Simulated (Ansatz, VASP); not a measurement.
## One calculation of SiC, two programs

```
CELL_PARAMETERS angstrom
2.93440 0.00000 0.00000
-1.46720 2.54126 0.00000
0.00000 0.00000 10.88190
ATOMIC_POSITIONS crystal
Si 0.66667 0.33333 0.93783
Si 0.33333 0.66667 0.43783
Si 0.00000 0.00000 0.68790
Si 0.00000 0.00000 0.18790
C 0.66667 0.33333 0.74982
C 0.33333 0.66667 0.24982
C 0.00000 0.00000 0.50045
C 0.00000 0.00000 0.00045
```

Alike in both runs: task single point; functional PBEsol; k mesh 12 × 12 × 4; occupations gaussian, width 0.05 eV; no spin polarisation.

```csv
,VASP,Ansatz
version,VASP 6.6.1,Ansatz 0.2.0
potentials or method,"VASP PAW PBE potentials, release 64 (Si, C)","scalar-relativistic, plane waves, PAW"
plane-wave cutoff (eV),520,520
valence electrons in the cell,32,32
```

Ansatz gave:

```
gap on the k mesh at the Fermi level (eV)       : 1.35
least direct gap on the mesh (eV)               : 2.85
pressure (GPa)                                  : 9.1
largest component of the traceless stress (GPa) : 43.84
rms of the force components (eV/Å)              : 0.407
```

Q: Which values does VASP return?

A: gap on the k mesh at the Fermi level (eV): 1.33; least direct gap on the mesh (eV): 2.83; pressure (GPa): 9.5; largest component of the traceless stress (GPa): 44.19; rms of the force components (eV/Å): 0.416.

Atom by atom the forces differ by 0.009 eV/Å (rms over components). Ansatz warned: «pseudo_functional_mismatch».

Caveats: the PAW data sets were made with another functional, which shifts forces and pressure a little (VASP). A k mesh can miss the band edges.
